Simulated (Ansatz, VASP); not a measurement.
# YRh in two plane-wave programs

One calculation is typed for both programs; each brings its own data sets. How far apart do they land? The cell is taken from a series of runs on this material, whose earlier steps may have relaxed, scaled, displaced or heated it; both programs get it as it stands.

Calculated with Ansatz 0.2.0; plane waves, with VASP 6.6.1 beside it; relaxation of cell and atoms at r2SCAN.

### Step 1. The starting structure

The structure is cubic, space group Pm-3m (No. 221). Conventional cell: a = 3.407 Å, b = 3.407 Å, c = 3.407 Å, α = 90.00°, β = 90.00°, γ = 90.00°. Nearest to Y lie 8 Rh at 2.95 Å. Nearest to Rh lie 8 Y at 2.95 Å. Farther neighbours are not listed.

### Step 2. VASP: relaxation of cell and atoms, r2SCAN

The relaxed volume is the usual yardstick between codes: in a stiff, nearly cubic crystal its relative difference is about their pressure difference at one cell divided by the bulk modulus.

Lines of VASP's logs that name or quote its potential files are left out, and so is its time.

Contents of INCAR:

```
SYSTEM = YRh
PREC = Accurate
ENCUT = 550
EDIFF = 1E-07
NELM = 120
ISMEAR = 0
SIGMA = 0.1
LREAL = .FALSE.
ALGO = Normal
METAGGA = R2SCAN
LASPH = .TRUE.
NBANDS = 19
LORBIT = 11
LWAVE = .FALSE.
LCHARG = .FALSE.
ISIF = 3
IBRION = 2
NSW = 80
EDIFFG = -0.005
GGA_COMPAT = .FALSE.
NELMIN = 4
LMIXTAU = .TRUE.
KPAR = 2
```

Contents of POSCAR:

```
YRh
1.0
    3.4070000000      0.0000000000      0.0000000000
    0.0000000000      3.4070000000      0.0000000000
    0.0000000000      0.0000000000      3.4070000000
Y Rh
1 1
Direct
    0.5000000000      0.5000000000      0.5000000000
    0.0000000000      0.0000000000      0.0000000000
```

Contents of KPOINTS:

```
Automatic mesh
0
Gamma
10 10 10
0 0 0
```

Potentials, in the order of the species: Y_sv and Rh_pv (PBE family, release 64).

Run with:

```sh
mpirun -np 2 vasp_std
```

Numbers of over 12 decimals in the logs are rounded to 6 here.

The log of the run:

```text
[banner, memory and clock lines left out]
running    2 mpi-ranks, on    1 nodes
 distrk:  each k-point on    1 cores,    2 groups
 distr:  one band on    1 cores,    1 groups

 POSCAR found type information on POSCAR Y Rh
 POSCAR found :  2 types and       2 ions
|                                                                             |
|               ----> ADVICE to this user running VASP <----                  |
|                                                                             |
|     You enforced a specific xc type in the INCAR file but a different       |
|     [... a line on the potential file left out ...]
|     I HOPE YOU KNOW WHAT YOU ARE DOING!                                     |
|                                                                             |

 LDA part: xc-table for (None), standard interpolation
 POSCAR, INCAR and KPOINTS ok, starting setup
 FFT: planning ... GRIDC
 FFT: planning ... GRID_SOFT
 FFT: planning ... GRID
 WAVECAR not read
 entering main loop
       N       E                     dE             d eps       ncg     rms          rms(c)
DAV:   1     0.174395900480E+03    0.17440E+03   -0.15848E+04  2136   0.150E+03
DAV:   2    -0.452956752214E+02   -0.21969E+03   -0.21560E+03  2326   0.404E+02
DAV:   3    -0.545358389398E+02   -0.92402E+01   -0.91379E+01  3652   0.683E+01
DAV:   4    -0.547112745734E+02   -0.17544E+00   -0.17481E+00  2570   0.717E+00
DAV:   5    -0.547146824060E+02   -0.34078E-02   -0.34075E-02  2955   0.750E-01    0.377E+01
DAV:   6    -0.466791689598E+02    0.80355E+01   -0.94719E+00  2901   0.246E+01    0.185E+01
DAV:   7    -0.464487539858E+02    0.23041E+00   -0.98166E+00  2634   0.187E+01    0.216E+01
DAV:   8    -0.464919771336E+02   -0.43223E-01   -0.15722E+00  2701   0.681E+00    0.529E+00
DAV:   9    -0.461696950257E+02    0.32228E+00   -0.16592E+00  3024   0.845E+00    0.246E+00
DAV:  10    -0.461961556135E+02   -0.26461E-01   -0.15365E-01  2407   0.247E+00    0.123E+00
DAV:  11    -0.461556852340E+02    0.40470E-01   -0.76305E-02  2213   0.226E+00    0.186E+00
DAV:  12    -0.461982405414E+02   -0.42555E-01   -0.25100E-02  2169   0.142E+00    0.548E-01
DAV:  13    -0.462011733923E+02   -0.29329E-02   -0.11671E-02  2731   0.638E-01    0.328E-01
DAV:  14    -0.462012036541E+02   -0.30262E-04   -0.40660E-04  2310   0.150E-01    0.239E-01
DAV:  15    -0.462013908926E+02   -0.18724E-03   -0.41768E-04  2226   0.119E-01    0.347E-02
DAV:  16    -0.462014111802E+02   -0.20288E-04   -0.25063E-05  2849   0.414E-02    0.197E-02
DAV:  17    -0.462014086674E+02    0.25128E-05   -0.12793E-05  2815   0.236E-02    0.935E-03
DAV:  18    -0.462014133289E+02   -0.46615E-05   -0.20994E-06  2612   0.128E-02    0.105E-02
DAV:  19    -0.462014134951E+02   -0.16611E-06   -0.44009E-07  2334   0.657E-03    0.526E-03
DAV:  20    -0.462014135617E+02   -0.66618E-07   -0.11588E-07  1758   0.324E-03
   1 F= -.46201414E+02 E0= -.46197781E+02  d E =-.462014E+02
 curvature:   0.00 expect dE= 0.000E+00 dE for cont linesearch  0.000E+00
 trial: gam= 0.00000 g(F)=  0.000E+00 g(S)=  0.486E-02 ort = 0.000E+00 (trialstep = 0.100E+01)
 search vector abs. value=  0.486E-02
 bond charge predicted
       N       E                     dE             d eps       ncg     rms          rms(c)
DAV:   1    -0.464225147188E+02   -0.22110E+00   -0.32796E+00  2158   0.165E+01    0.562E+00
DAV:   2    -0.464718036264E+02   -0.49289E-01   -0.56300E+00  2359   0.123E+01    0.805E+00
DAV:   3    -0.462029820349E+02    0.26882E+00   -0.15746E+00  2429   0.618E+00    0.892E-01
DAV:   4    -0.461988422466E+02    0.41398E-02   -0.52953E-02  2596   0.126E+00    0.107E+00
DAV:   5    -0.462001134130E+02   -0.12712E-02   -0.23292E-03  2551   0.309E-01    0.777E-01
DAV:   6    -0.461999247617E+02    0.18865E-03   -0.14844E-03  2692   0.241E-01    0.247E-01
DAV:   7    -0.462003295427E+02   -0.40478E-03   -0.18423E-03  2682   0.360E-01    0.195E-01
DAV:   8    -0.462010682278E+02   -0.73869E-03   -0.78810E-04  2535   0.189E-01    0.552E-02
DAV:   9    -0.462010608231E+02    0.74047E-05   -0.19801E-05  2383   0.339E-02    0.279E-02
DAV:  10    -0.462010696363E+02   -0.88133E-05   -0.14157E-05  2274   0.306E-02    0.234E-02
DAV:  11    -0.462010694346E+02    0.20174E-06   -0.12801E-06  2900   0.980E-03    0.780E-03
DAV:  12    -0.462010695082E+02   -0.73605E-07   -0.48997E-07  2633   0.550E-03
   2 F= -.46201070E+02 E0= -.46197294E+02  d E =0.344053E-03
 trial-energy change:    0.000344  1 .order    0.000301   -0.004860    0.005462
 step:   0.4646(harm=  0.4708)  dis= 0.00000  next Energy=   -46.202538 (dE=-0.112E-02)
 bond charge predicted
       N       E                     dE             d eps       ncg     rms          rms(c)
DAV:   1    -0.462651149809E+02   -0.64046E-01   -0.93571E-01  2158   0.874E+00    0.321E+00
DAV:   2    -0.462716925701E+02   -0.65776E-02   -0.14983E+00  2249   0.652E+00    0.379E+00
DAV:   3    -0.462033416084E+02    0.68351E-01   -0.38329E-01  2419   0.319E+00    0.606E-01
DAV:   4    -0.462017255758E+02    0.16160E-02   -0.14460E-02  2582   0.680E-01    0.506E-01
DAV:   5    -0.462022606400E+02   -0.53506E-03   -0.84310E-04  2676   0.177E-01    0.393E-01
DAV:   6    -0.462022252076E+02    0.35432E-04   -0.32848E-04  2613   0.119E-01    0.156E-01
DAV:   7    -0.462023533619E+02   -0.12815E-03   -0.36668E-04  2423   0.163E-01    0.747E-02
DAV:   8    -0.462025212874E+02   -0.16793E-03   -0.21706E-04  2629   0.969E-02    0.315E-02
DAV:   9    -0.462025187927E+02    0.24947E-05   -0.47615E-06  2558   0.160E-02    0.145E-02
DAV:  10    -0.462025187489E+02    0.43750E-07   -0.15857E-06  2240   0.104E-02    0.132E-02
DAV:  11    -0.462025188126E+02   -0.63684E-07   -0.18036E-06  3487   0.101E-02    0.208E-03
DAV:  12    -0.462025190350E+02   -0.22241E-06   -0.37382E-07  2790   0.439E-03    0.162E-03
DAV:  13    -0.462025190162E+02    0.18877E-07   -0.39029E-08  1115   0.144E-03
   3 F= -.46202519E+02 E0= -.46198822E+02  d E =-.110545E-02
 curvature:  -0.24 expect dE=-0.132E-06 dE for cont linesearch -0.132E-06
 trial: gam=-0.01064 g(F)=  0.134E-65 g(S)=  0.562E-06 ort = 0.523E-04 (trialstep = 0.893E+00)
 search vector abs. value=  0.165E-09
 reached required accuracy - stopping structural energy minimisation
```

OUTCAR, selected parts (step 2):

```text
ion  position               nearest neighbor table
   1  0.500  0.500  0.500-   2 2.95   2 2.95   2 2.95   2 2.95   2 2.95   2 2.95   2 2.95   2 2.95

  LATTYP: Found a simple cubic cell.
 ALAT       =     3.4070000000

 Subroutine GETGRP returns: Found 48 space group operations
 (whereof 48 operations were pure point group operations)

The static configuration has the point symmetry O_h .

 Found     56 irreducible k-points:

   k-points           NKPTS =     56   k-points in BZ     NKDIM =     56   number of bands    NBANDS=     19

   dimension x,y,z NGX =    28 NGY =   28 NGZ =   28
   dimension x,y,z NGXF=    56 NGYF=   56 NGZF=   56

   ENCUT  =  550.0 eV  40.42 Ry    6.36 a.u.   6.51  6.51  6.51*2*pi/ulx,y,z

   NELECT =      26.0000    total number of electrons

 k-points in reciprocal lattice and weights: Automatic mesh
   0.00000000  0.00000000  0.00000000       0.001
   0.10000000  0.00000000  0.00000000       0.006
   0.20000000  0.00000000  0.00000000       0.006
   0.30000000  0.00000000  0.00000000       0.006
   0.40000000  0.00000000  0.00000000       0.006
   0.50000000  0.00000000  0.00000000       0.003
   0.10000000  0.10000000  0.00000000       0.012
   0.20000000  0.10000000  0.00000000       0.024
   0.30000000  0.10000000  0.00000000       0.024
[...]
0.50000000  0.50000000  0.40000000       0.006
   0.50000000  0.50000000  0.50000000       0.001

 average (electrostatic) potential at core
       1 -37.7157       2 -80.2342

 E-fermi :   6.6833

 k-point     1 :       0.0000    0.0000    0.0000
  band No.  band energies     occupation
    ...
      9       2.6488      2.00000
     10       2.6488      2.00000
     11       4.8697      2.00000
     12       4.8697      2.00000
     13       4.8697      2.00000
     14       9.1499      0.00000
     15       9.1499      0.00000
     16      12.8524      0.00000
     17      12.8524      0.00000
     18      12.8524      0.00000
    ...

 k-point     2 :       0.1000    0.0000    0.0000
  band No.  band energies     occupation
    ...
      9       2.7219      2.00000
     10       2.7764      2.00000
     11       4.8475      2.00000
     12       4.8475      2.00000
     13       4.8982      2.00000
     14       8.9918      0.00000
     15       9.1926      0.00000
     16      12.0673      0.00000
     17      12.0673      0.00000
     18      12.7730      0.00000
    ...

 k-point     3 :       0.2000    0.0000    0.0000
  band No.  band energies     occupation
    ...
      9       2.9290      2.00000
     10       3.1169      2.00000
     11       4.7937      2.00000
     12       4.7937      2.00000
     13       4.9747      2.00000
     14       8.5670      0.00000
     15       9.1703      0.00000
     16      10.9329      0.00000
     17      10.9329      0.00000
     18      12.5658      0.00000
    ...

  Total        0.0027871      0.0027871      0.0027871      0.0000000     -0.0000000      0.0000000
  in kB        0.1119347      0.1119347      0.1119347      0.0000000     -0.0000000      0.0000000
  external PRESSURE =       0.1119347 kB  Pullay stress =       0.0000000 kB

  energy-cutoff  :      550.00
  volume of cell :       39.89
      direct lattice vectors                 reciprocal lattice vectors
     3.416895252  0.000000000  0.000000000     0.292663347 -0.000000000  0.000000000
     0.000000000  3.416895252  0.000000000    -0.000000000  0.292663347 -0.000000000
    -0.000000000  0.000000000  3.416895252    -0.000000000 -0.000000000  0.292663347

 POSITION                                       TOTAL-FORCE (eV/Angst)
 -----------------------------------------------------------------------------------
      1.70845      1.70845      1.70845         0.000000      0.000000      0.000000
      0.00000      0.00000      0.00000        -0.000000      0.000000      0.000000
 -----------------------------------------------------------------------------------
    total drift:                               -0.000000      0.000000      0.000000

  FREE ENERGIE OF THE ION-ELECTRON SYSTEM (eV)
  ---------------------------------------------------
  free  energy   TOTEN  =       -46.2025190162 eV

  energy  without entropy=      -46.1951248295  energy(sigma->0) =      -46.19882192

 reached required accuracy - stopping structural energy minimisation

 total charge
# of ion       s       p       d       f       tot
--------------------------------------------------
    1        2.264   6.440   0.990   0.056   9.750
    2        0.427   6.152   7.300   0.000  13.879
--------------------------------------------------
tot          2.691  12.592   8.290   0.056  23.629

[... 3 further parts left out ...]
```

CONTCAR:

```
YRh
   1.00000000000000
     3.4168952524539344    0.0000000000000000    0.0000000000000000
     0.0000000000000000    3.4168952524539344    0.0000000000000000
    -0.0000000000000000    0.0000000000000000    3.4168952524539344
  Y               Rh
     1     1
Direct
     0.5000000000000000    0.5000000000000000    0.5000000000000000
     0.0000000000000000    0.0000000000000000    0.0000000000000000
```

The run keeps the 48 symmetry operations of its start, so it cannot find a distortion of lower symmetry.

[end of part 1 of 2]

[Lines on the potential files, build, host, timing and source positions are cut from VASP's logs without a mark.]

[Logs are printed without paths, hosts, clocks, repeated set-up lines and the standing remarks that a program may print on its own settings, such as how far it seeks lower states.]

[Hosts, paths, dates, database ids (printed as entryN), source tags and the programs' standing remarks are cut or masked in the printed files.]
